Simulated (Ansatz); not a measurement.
# CdSe: computed properties

Level of theory: DFT r2SCAN, scalar-relativistic, plane waves, PAW (Ansatz 0.2.0).

Cutoff 500 eV; k points 8×8×8 on the computed 2-atom cell (Γ-centred); Gaussian smearing, width 0.02 eV; no spin polarisation.

The structure is relaxed at this level of theory with its symmetry kept. This zinc-blende form isn't the usual stable structure of the compound.

```cif
data_structure
_symmetry_space_group_name_H-M 'F-43m'
_symmetry_Int_Tables_number 216
_cell_length_a 6.1336
_cell_length_b 6.1336
_cell_length_c 6.1336
_cell_angle_alpha 90.000
_cell_angle_beta 90.000
_cell_angle_gamma 90.000
_cell_volume 230.75
loop_
_atom_site_label
_atom_site_type_symbol
_atom_site_symmetry_multiplicity
_atom_site_Wyckoff_symbol
_atom_site_fract_x
_atom_site_fract_y
_atom_site_fract_z
_atom_site_occupancy
Cd1 Cd 4 a 0.00000 0.00000 0.00000 1
Se1 Se 4 c 0.25000 0.25000 0.25000 1
```

Q: Formation energy from the elements' standard states (uncorrected)?

A: -0.764 eV/atom.

Q: Generalised Kohn–Sham band gap?

A: 1.04 eV, direct at Γ.

Q: Löwdin character of the top 1 eV of the valence band?

A: Se 4p 91 %.

Q: Löwdin character of the lowest 1 eV of the conduction band?

A: Cd 5s 58 %, Se 4p 21 %, Se 4s 17 %, unprojected 5 %.

Q: Electron masses at the edge by Cartesian direction of the standard setting (m_e; degenerate bands sorted by energy; no spin-orbit coupling)?

A: x: 0.094; y: 0.094; z: 0.094.

Q: Hole masses at the edge by Cartesian direction of the standard setting (m_e; degenerate bands sorted by energy; no spin-orbit coupling)?

A: x: 0.70, 0.70, 0.099; y: 0.70, 0.70, 0.099; z: 0.70, 0.70, 0.099.

Q: Bulk modulus?

A: 52 GPa.

Q: Its pressure derivative?

A: 4.6.

Q: Electronic dielectric constant xx, yy, zz of the standard setting (independent particles)?

A: 6.7, 6.7, 6.7.

Q: Bader charges (e)?

A: Cd (1 in the cell) 0.82, Se (1 in the cell) -0.82.